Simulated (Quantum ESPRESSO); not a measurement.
**Si and the effect of the choice of potentials or basis**

```cif
data_structure
_symmetry_space_group_name_H-M 'Fd-3m:1'
_symmetry_Int_Tables_number 227
_cell_length_a 5.4437
_cell_length_b 5.4437
_cell_length_c 5.4437
_cell_angle_alpha 90.000
_cell_angle_beta 90.000
_cell_angle_gamma 90.000
_cell_volume 161.32
loop_
_atom_site_label
_atom_site_type_symbol
_atom_site_symmetry_multiplicity
_atom_site_Wyckoff_symbol
_atom_site_fract_x
_atom_site_fract_y
_atom_site_fract_z
_atom_site_occupancy
Si1 Si 8 a 0.50000 0.00000 0.50000 1
```

Kept alike: task phonons; functional PBE; k mesh 8 × 8 × 8, shifted; occupations fermi-dirac, width 0.05 eV; no spin polarisation. Program: Quantum ESPRESSO. Cutoffs run from 490 to 707 eV. The mesh is that of the run's cell of 2 atoms. No spin-orbit coupling.

```csv
choice of potentials or basis,electronic dielectric constant (mean of the diagonal)
Ansatz NC SR PBE,12.93
GBRV 1.5 PBE,12.93
JTH 2.0 PBE,12.87
PseudoDojo 0.4 SR PBE stringent,12.92
PseudoDojo 0.4.1 SR PBE standard,12.92
SG15 PBE 1.2,13.07
SPMS 1.0 PBE,12.92
```

What does the choice of potentials or basis change here?

The electronic dielectric constant runs from 12.87 (JTH 2.0 PBE) to 13.07 mean of the diagonal (SG15 PBE 1.2).

The electronic dielectric constant of silicon is almost insensitive to the potential. Five of the seven sets give 12.92 or 12.93, with JTH slightly below and SG15 somewhat further above. This is expected, since the response is dominated by transitions from bonding to antibonding sp³ valence states, which all the sets describe in nearly the same way, while the compact core hardly polarises. The type of potential doesn't order the values: the ultrasoft GBRV set agrees with the norm-conserving majority, whereas SG15, itself norm-conserving, departs most. Its treatment of core-valence exchange and correlation may contribute, though the differing cutoffs can't be excluded.

All the values lie above the measured constant. The likely cause is the functional they share: PBE places the empty states too close to the filled ones, which lowers the excitation energies and makes the crystal too polarisable. The close agreement therefore shows that the potentials are interchangeable for this property, not that the screening itself is accurate, and a harder or more elaborate potential wouldn't be expected to remove the overestimate.
